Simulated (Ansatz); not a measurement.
**Iridium, fcc under PBE: testing the k-point mesh**

A convergence test of the k-point mesh. The geometry was relaxed under PBE beforehand and stays fixed; 8 values are run, from 2×2×2 to 20×20×20. Wanted are the values from which on the energy stays within 10 and 1 meV/atom, and the pressure within 0.5 GPa, of the last run. Within the series other settings stay, but some runs also write fields, which adds to their time. Spin polarisation is left out.

Program: Ansatz 0.2.0. Level of theory: DFT PBE, plane waves with PAW, scalar-relativistic. These are calculated values, not measurements.

## 1. The structure to begin with

It takes space group Fm-3m (No. 225, cubic). The conventional cell has a = 3.872 Å, b = 3.872 Å, c = 3.872 Å, α = 90.00°, β = 90.00°, γ = 90.00°. Ir (site symmetry m-3m) is surrounded by 12 Ir at 2.74 Å.

As a file:

```cif
data_structure
_symmetry_space_group_name_H-M 'Fm-3m'
_symmetry_Int_Tables_number 225
_cell_length_a 3.8721
_cell_length_b 3.8721
_cell_length_c 3.8721
_cell_angle_alpha 90.000
_cell_angle_beta 90.000
_cell_angle_gamma 90.000
_cell_volume 58.06
loop_
_atom_site_label
_atom_site_type_symbol
_atom_site_symmetry_multiplicity
_atom_site_Wyckoff_symbol
_atom_site_fract_x
_atom_site_fract_y
_atom_site_fract_z
_atom_site_occupancy
Ir1 Ir 4 a 0.00000 0.00000 0.00000 1
```

## 2. k-mesh 2×2×2

The run at 2×2×2.

input.yaml

```yaml
crystal:
  lattice:
    - [0.0, 1.9360622002, 1.9360622002]
    - [1.9360622002, 0.0, 1.9360622002]
    - [1.9360622002, 1.9360622002, 0.0]
  atoms:
    - { symbol: Ir, position: [0.0, 0.0, 0.0] }
hamiltonian:
  xc: pbe
  pseudopotentials:
    kind: paw
    azcp:
      Ir: "pseudopotentials/Ir.paw.azcp"
basis:
  ecutwfc: 420
  fft_grid_basis: typed
kpoints:
  mp_grid: { grid: [2, 2, 2], shift: [0, 0, 0] }
magnetization:
  spin_polarized: false
scf:
  occupations: { method: fermi_dirac, width: 0.1 }
  lower_state_search: "off"
output:
  stress: true
```

Run with:

```bash
> ansatz run input.yaml --threads 1 --pin off --max-ram 3584MiB --backend cpu --events-out ev --progress --plain --runs-dir out
```

What it wrote, cut to the lines that bear on the results:

```text
[...]
Pseudopotentials: kind: paw
Pseudopotential: Ir, paw, valence charge 17, recommended cutoff 420 eV (normal), <dir>
Functional definition: PBE
[...]
Crystal: 1 atoms, lattice volume = 14.514 Å³
Basis set: ecut = 420 eV, 283 PW (Γ)
Bands: 13, of which v1, the nominal top of the filled ones, is band 9 counted from 1 (8 counted from 0)
Symmetry: 48 space group operations
Space group: Fm-3m (ITA 225), of the structure as read, at distance tolerance 2.4e-5 Å
k-points: 3 of 8
[...]
SCF iter   1: F=—  HF=-11930.773141 eV  |F-HF|=—  |Δ(HF+E_count)|=         —  Δρ=5.38e-2  dr2=2.16e-1  ethr=1.77e-3  ⟨swp⟩=5.0  Hψ=195  notcnv=0
[...]
SCF iter   7: F=-11930.698250 eV  HF=-11930.698250 eV  |F-HF|=1.41e-8  |Δ(HF+E_count)|=   4.28e-7  Δρ=1.19e-5  dr2=1.94e-8  ethr=5.88e-10  ⟨swp⟩=3.0  Hψ=143  notcnv=0
[...]
SCF converged after 7 iterations
Free energy (F): -11930.698250 eV
[...]
E sigma→0 (E₀):  -11930.606210 eV
Entropy (-TS):   -0.184079 eV (-184.079 meV/atom)
Fermi energy:    26.281178 eV
[...]
--- Stress (GPa, compression-positive) ---
       73.903629       0.000000      -0.000000
        0.000000      73.903629       0.000000
       -0.000000      -0.000000      73.903629
  P = ⅓ Tr σ = 73.9036 GPa (739.036 kbar)
```

It took 0.58 s on 1 thread of Intel Xeon Platinum 8259CL at 2.50GHz (Skylake/Cascade Lake), shared host; peak memory 0.43 GiB.

## 3. k-mesh 4×4×4

The run at 4×4×4.

Edit input.yaml of step 2 so:

```diff
@@ -17,3 +17,3 @@
 kpoints:
-  mp_grid: { grid: [2, 2, 2], shift: [0, 0, 0] }
+  mp_grid: { grid: [4, 4, 4], shift: [0, 0, 0] }
 magnetization:
```

Run with:

```bash
> ansatz run input.yaml --threads 1 --pin off --max-ram 3584MiB --backend cpu --events-out ev --progress --plain --runs-dir out
```

What it wrote, cut to the lines that bear on the results:

```text
[...]
[... 3 set-up lines as earlier in the session ...]
[...]
Crystal: 1 atoms, lattice volume = 14.514 Å³
Basis set: ecut = 420 eV, 283 PW (Γ)
Bands: 13, of which v1, the nominal top of the filled ones, is band 9 counted from 1 (8 counted from 0)
[... 2 set-up lines as earlier in the session ...]
k-points: 8 of 64
[...]
SCF iter   1: F=—  HF=-11935.795448 eV  |F-HF|=—  |Δ(HF+E_count)|=         —  Δρ=1.05e-2  dr2=3.66e-3  ethr=1.77e-3  ⟨swp⟩=5.0  Hψ=531  notcnv=0
[...]
SCF iter   6: F=-11935.796322 eV  HF=-11935.796322 eV  |F-HF|=1.60e-10  |Δ(HF+E_count)|=   3.47e-9  Δρ=2.76e-6  dr2=2.89e-10  ethr=5.70e-11  ⟨swp⟩=1.2  Hψ=318  notcnv=0
[...]
SCF converged after 6 iterations
Free energy (F): -11935.796322 eV
[...]
E sigma→0 (E₀):  -11935.789393 eV
Entropy (-TS):   -0.013857 eV (-13.857 meV/atom)
Fermi energy:    24.679909 eV
[...]
--- Stress (GPa, compression-positive) ---
       -9.698570       0.000000      -0.000000
       -0.000000      -9.698570       0.000000
       -0.000000      -0.000000      -9.698570
  P = ⅓ Tr σ = -9.6986 GPa (-96.986 kbar)
```

Wall time 0.44 s (1 thread of Intel Xeon Platinum 8259CL at 2.50GHz (Skylake/Cascade Lake), shared host); peak memory 0.45 GiB.

## 4. k-mesh 5×5×5

The run at 5×5×5.

Edit input.yaml of step 3 so:

```diff
@@ -17,3 +17,3 @@
 kpoints:
-  mp_grid: { grid: [4, 4, 4], shift: [0, 0, 0] }
+  mp_grid: { grid: [5, 5, 5], shift: [0, 0, 0] }
 magnetization:
```

Run with:

```bash
> ansatz run input.yaml --threads 1 --pin off --max-ram 3584MiB --backend cpu --events-out ev --progress --plain --runs-dir out
```

What it wrote, cut to the lines that bear on the results:

```text
[...]
[... 3 set-up lines as earlier in the session ...]
[...]
Crystal: 1 atoms, lattice volume = 14.514 Å³
Basis set: ecut = 420 eV, 283 PW (Γ)
Bands: 13, of which v1, the nominal top of the filled ones, is band 9 counted from 1 (8 counted from 0)
[... 2 set-up lines as earlier in the session ...]
k-points: 10 of 125
[...]
SCF iter   1: F=—  HF=-11935.102555 eV  |F-HF|=—  |Δ(HF+E_count)|=         —  Δρ=7.57e-3  dr2=1.40e-3  ethr=1.77e-3  ⟨swp⟩=5.0  Hψ=646  notcnv=0
[...]
SCF iter   6: F=-11935.103203 eV  HF=-11935.103203 eV  |F-HF|=7.88e-9  |Δ(HF+E_count)|=   1.53e-9  Δρ=1.02e-5  dr2=1.19e-8  ethr=3.07e-10  ⟨swp⟩=2.0  Hψ=402  notcnv=0
[...]
SCF converged after 6 iterations
Free energy (F): -11935.103203 eV
[...]
E sigma→0 (E₀):  -11935.068382 eV
Entropy (-TS):   -0.069642 eV (-69.642 meV/atom)
Fermi energy:    25.357656 eV
[...]
--- Stress (GPa, compression-positive) ---
        4.253672       0.000000      -0.000000
        0.000000       4.253672       0.000000
       -0.000000      -0.000000       4.253672
  P = ⅓ Tr σ = 4.2537 GPa (42.537 kbar)
```

Run time: 0.68 s. Hardware: 1 thread of Intel Xeon Platinum 8259CL at 2.50GHz (Skylake/Cascade Lake), shared host; peak memory 0.43 GiB.

## 5. k-mesh 7×7×7

The run at 7×7×7.

Edit input.yaml of step 4 so:

```diff
@@ -17,3 +17,3 @@
 kpoints:
-  mp_grid: { grid: [5, 5, 5], shift: [0, 0, 0] }
+  mp_grid: { grid: [7, 7, 7], shift: [0, 0, 0] }
 magnetization:
```

Run with:

```bash
> ansatz run input.yaml --threads 1 --pin off --max-ram 3584MiB --backend cpu --events-out ev --progress --plain --runs-dir out
```

What it wrote, cut to the lines that bear on the results:

```text
[...]
[... 3 set-up lines as earlier in the session ...]
[...]
Crystal: 1 atoms, lattice volume = 14.514 Å³
Basis set: ecut = 420 eV, 283 PW (Γ)
Bands: 13, of which v1, the nominal top of the filled ones, is band 9 counted from 1 (8 counted from 0)
[... 2 set-up lines as earlier in the session ...]
k-points: 20 of 343
[...]
SCF iter   1: F=—  HF=-11935.392169 eV  |F-HF|=—  |Δ(HF+E_count)|=         —  Δρ=5.96e-3  dr2=9.50e-4  ethr=1.77e-3  ⟨swp⟩=5.0  Hψ=1309  notcnv=0
[...]
SCF iter   6: F=-11935.393014 eV  HF=-11935.393014 eV  |F-HF|=6.62e-10  |Δ(HF+E_count)|=   3.22e-9  Δρ=4.03e-6  dr2=1.36e-9  ethr=3.50e-11  ⟨swp⟩=1.8  Hψ=774  notcnv=0
[...]
SCF converged after 6 iterations
Free energy (F): -11935.393014 eV
[...]
E sigma→0 (E₀):  -11935.383262 eV
Entropy (-TS):   -0.019503 eV (-19.503 meV/atom)
Fermi energy:    25.095048 eV
[...]
--- Stress (GPa, compression-positive) ---
       -1.368637      -0.000000       0.000000
        0.000000      -1.368637      -0.000000
        0.000000       0.000000      -1.368637
  P = ⅓ Tr σ = -1.3686 GPa (-13.686 kbar)
```

Run time: 0.53 s. Hardware: 1 thread of Intel Xeon Platinum 8259CL at 2.50GHz (Skylake/Cascade Lake), shared host; peak memory 0.44 GiB.

## 6. k-mesh 9×9×9

The run at 9×9×9.

Edit input.yaml of step 5 so:

```diff
@@ -17,3 +17,3 @@
 kpoints:
-  mp_grid: { grid: [7, 7, 7], shift: [0, 0, 0] }
+  mp_grid: { grid: [9, 9, 9], shift: [0, 0, 0] }
 magnetization:
```

Run with:

```bash
> ansatz run input.yaml --threads 1 --pin off --max-ram 3584MiB --backend cpu --events-out ev --progress --plain --runs-dir out
```

What it wrote, cut to the lines that bear on the results:

```text
[...]
[... 3 set-up lines as earlier in the session ...]
[...]
Crystal: 1 atoms, lattice volume = 14.514 Å³
Basis set: ecut = 420 eV, 283 PW (Γ)
Bands: 13, of which v1, the nominal top of the filled ones, is band 9 counted from 1 (8 counted from 0)
[... 2 set-up lines as earlier in the session ...]
k-points: 35 of 729
[...]
SCF iter   1: F=—  HF=-11935.339078 eV  |F-HF|=—  |Δ(HF+E_count)|=         —  Δρ=6.23e-3  dr2=1.05e-3  ethr=1.77e-3  ⟨swp⟩=5.0  Hψ=2283  notcnv=0
[...]
SCF iter   6: F=-11935.339785 eV  HF=-11935.339785 eV  |F-HF|=1.11e-9  |Δ(HF+E_count)|=   2.58e-8  Δρ=3.82e-6  dr2=1.69e-9  ethr=8.56e-11  ⟨swp⟩=2.0  Hψ=1462  notcnv=0
[...]
SCF converged after 6 iterations
Free energy (F): -11935.339785 eV
[...]
E sigma→0 (E₀):  -11935.328630 eV
Entropy (-TS):   -0.022310 eV (-22.310 meV/atom)
Fermi energy:    24.885877 eV
[...]
--- Stress (GPa, compression-positive) ---
       -0.678271       0.000000       0.000000
        0.000000      -0.678271       0.000000
        0.000000       0.000000      -0.678271
  P = ⅓ Tr σ = -0.6783 GPa (-6.783 kbar)
```

Wall time 0.8 s (1 thread of Intel Xeon Platinum 8259CL at 2.50GHz (Skylake/Cascade Lake), shared host); peak memory 0.44 GiB.

## 7. k-mesh 11×11×11

The run at 11×11×11.

Edit input.yaml of step 6 so:

```diff
@@ -17,3 +17,3 @@
 kpoints:
-  mp_grid: { grid: [9, 9, 9], shift: [0, 0, 0] }
+  mp_grid: { grid: [11, 11, 11], shift: [0, 0, 0] }
 magnetization:
@@ -25 +25,5 @@
   stress: true
+  write_density: true
+  write_potential: true
+  elf: true
+  volumetric_format: npy
```

Run with:

```bash
> ansatz run input.yaml --threads 1 --pin off --max-ram 3584MiB --backend cpu --events-out ev --progress --plain --runs-dir out
```

What it wrote, cut to the lines that bear on the results:

```text
[...]
[... 3 set-up lines as earlier in the session ...]
[...]
Crystal: 1 atoms, lattice volume = 14.514 Å³
Basis set: ecut = 420 eV, 283 PW (Γ)
Bands: 13, of which v1, the nominal top of the filled ones, is band 9 counted from 1 (8 counted from 0)
[... 2 set-up lines as earlier in the session ...]
k-points: 56 of 1331
[...]
SCF iter   1: F=—  HF=-11935.305535 eV  |F-HF|=—  |Δ(HF+E_count)|=         —  Δρ=3.88e-3  dr2=2.75e-4  ethr=1.77e-3  ⟨swp⟩=5.0  Hψ=3644  notcnv=0
[...]
SCF iter   6: F=-11935.306622 eV  HF=-11935.306622 eV  |F-HF|=6.93e-10  |Δ(HF+E_count)|=   1.27e-8  Δρ=3.62e-6  dr2=1.12e-9  ethr=3.86e-10  ⟨swp⟩=5.0  Hψ=3625  notcnv=0
[...]
SCF converged after 6 iterations
Free energy (F): -11935.306622 eV
[...]
E sigma→0 (E₀):  -11935.285192 eV
Entropy (-TS):   -0.042860 eV (-42.860 meV/atom)
Fermi energy:    24.952500 eV
[...]
--- Stress (GPa, compression-positive) ---
        0.353034      -0.000000       0.000000
       -0.000000       0.353034      -0.000000
        0.000000       0.000000       0.353034
  P = ⅓ Tr σ = 0.3530 GPa (3.530 kbar)
--- Band table (eV; the first three rows and the last of 56) ---
  k-point 0: bands = ["-67.7916", "-24.2997", "-24.2997", "-24.2997", "14.1519", "21.2669", "21.2669", "21.2669", "23.8541", "23.8541", "38.6812", "44.0522", "44.0522"]
[...]
```

Run time: 1.4 s. Hardware: 1 thread of Intel Xeon Platinum 8259CL at 2.50GHz (Skylake/Cascade Lake), shared host; peak memory 0.46 GiB.

## 8. k-mesh 15×15×15

The run at 15×15×15.

Edit input.yaml of step 7 so:

```diff
@@ -17,3 +17,3 @@
 kpoints:
-  mp_grid: { grid: [11, 11, 11], shift: [0, 0, 0] }
+  mp_grid: { grid: [15, 15, 15], shift: [0, 0, 0] }
 magnetization:
```

Run with:

```bash
> ansatz run input.yaml --threads 1 --pin off --max-ram 3584MiB --backend cpu --events-out ev --progress --plain --runs-dir out
```

What it wrote, cut to the lines that bear on the results:

```text
[...]
[... 3 set-up lines as earlier in the session ...]
[...]
Crystal: 1 atoms, lattice volume = 14.514 Å³
Basis set: ecut = 420 eV, 283 PW (Γ)
Bands: 13, of which v1, the nominal top of the filled ones, is band 9 counted from 1 (8 counted from 0)
[... 2 set-up lines as earlier in the session ...]
k-points: 120 of 3375
[...]
SCF iter   1: F=—  HF=-11935.329271 eV  |F-HF|=—  |Δ(HF+E_count)|=         —  Δρ=3.90e-3  dr2=2.87e-4  ethr=1.77e-3  ⟨swp⟩=5.0  Hψ=7788  notcnv=0
[...]
SCF iter   6: F=-11935.330265 eV  HF=-11935.330265 eV  |F-HF|=6.55e-10  |Δ(HF+E_count)|=   2.16e-8  Δρ=3.27e-6  dr2=1.01e-9  ethr=5.08e-10  ⟨swp⟩=5.2  Hψ=7917  notcnv=0
[...]
SCF converged after 6 iterations
Free energy (F): -11935.330265 eV
[...]
E sigma→0 (E₀):  -11935.315859 eV
Entropy (-TS):   -0.028813 eV (-28.813 meV/atom)
Fermi energy:    25.013687 eV
[...]
--- Stress (GPa, compression-positive) ---
       -0.299693      -0.000000       0.000000
        0.000000      -0.299693       0.000000
       -0.000000       0.000000      -0.299693
  P = ⅓ Tr σ = -0.2997 GPa (-2.997 kbar)
--- Band table (eV; the first three rows and the last of 120) ---
  k-point 0: bands = ["-67.7945", "-24.3020", "-24.3020", "-24.3020", "14.1520", "21.2662", "21.2662", "21.2662", "23.8525", "23.8525", "38.6829", "44.0518", "44.0518"]
[...]
```

Wall time 2.7 s (1 thread of Intel Xeon Platinum 8259CL at 2.50GHz (Skylake/Cascade Lake), shared host); peak memory 0.47 GiB.

## 9. k-mesh 20×20×20

The run at 20×20×20.

Edit input.yaml of step 8 so:

```diff
@@ -17,3 +17,3 @@
 kpoints:
-  mp_grid: { grid: [15, 15, 15], shift: [0, 0, 0] }
+  mp_grid: { grid: [20, 20, 20], shift: [0, 0, 0] }
 magnetization:
@@ -25,5 +25 @@
   stress: true
-  write_density: true
-  write_potential: true
-  elf: true
-  volumetric_format: npy
```

Run with:

```bash
> ansatz run input.yaml --threads 1 --pin off --max-ram 3584MiB --backend cpu --events-out ev --progress --plain --runs-dir out
```

What it wrote, cut to the lines that bear on the results:

```text
[...]
[... 3 set-up lines as earlier in the session ...]
[...]
Crystal: 1 atoms, lattice volume = 14.514 Å³
Basis set: ecut = 420 eV, 283 PW (Γ)
Bands: 13, of which v1, the nominal top of the filled ones, is band 9 counted from 1 (8 counted from 0)
[... 2 set-up lines as earlier in the session ...]
k-points: 256 of 8000
[...]
SCF iter   1: F=—  HF=-11935.325470 eV  |F-HF|=—  |Δ(HF+E_count)|=         —  Δρ=3.90e-3  dr2=2.89e-4  ethr=1.77e-3  ⟨swp⟩=5.0  Hψ=16617  notcnv=0
[...]
SCF iter   6: F=-11935.326476 eV  HF=-11935.326476 eV  |F-HF|=2.66e-10  |Δ(HF+E_count)|=   2.00e-8  Δρ=1.85e-6  dr2=3.75e-10  ethr=5.15e-10  ⟨swp⟩=2.4  Hψ=10887  notcnv=0
[...]
SCF converged after 6 iterations
Free energy (F): -11935.326476 eV
[...]
E sigma→0 (E₀):  -11935.312036 eV
Entropy (-TS):   -0.028880 eV (-28.880 meV/atom)
Fermi energy:    24.970294 eV
[...]
--- Stress (GPa, compression-positive) ---
       -0.232136      -0.000000      -0.000000
       -0.000000      -0.232136      -0.000000
       -0.000000      -0.000000      -0.232136
  P = ⅓ Tr σ = -0.2321 GPa (-2.321 kbar)
```

Run time: 4.2 s. Hardware: 1 thread of Intel Xeon Platinum 8259CL at 2.50GHz (Skylake/Cascade Lake), shared host; peak memory 0.5 GiB.

## 10. The series

Differences are taken from the run at 20×20×20.

```csv
k-mesh,k-points,E(σ → 0) (meV/atom),P (GPa),SCF cycles,CPU time
2×2×2,3,4705.83,73.90,7,0.57 s
4×4×4,8,-477.36,-9.70,6,0.43 s
5×5×5,10,243.65,4.25,6,0.68 s
7×7×7,20,-71.23,-1.37,6,0.52 s
9×9×9,35,-16.59,-0.68,6,0.8 s
11×11×11,56,26.84,0.35,6,1.4 s
15×15×15,120,-3.82,-0.30,6,2.7 s
20×20×20,256,0.00,-0.23,6,4.2 s
```

## 11. Outcome

```
                                           quantity                        value
      E(σ → 0) stays within 10 meV/atom of 20×20×20             from 15×15×15 on
                   E(σ → 0) stays within 1 meV/atom  not reached before 20×20×20
                      pressure stays within 0.5 GPa             from 15×15×15 on
                               pressure at 20×20×20                    -0.23 GPa
                    CPU time, dearest over cheapest                          9.7
energy of a separate run on a finer mesh (23×23×23)  +0.6 meV/atom from 20×20×20
```

At 2×2×2 the energy differs by +4706 meV/atom and the pressure by +74.1 GPa. Convergence in k is not monotonic; the energy swings about its limit. The energy has not settled to 1 meV/atom before the last mesh. Metals converge slowly, as the Fermi surface must be resolved. A run on a finer mesh agrees with the yardstick to 1 meV/atom.
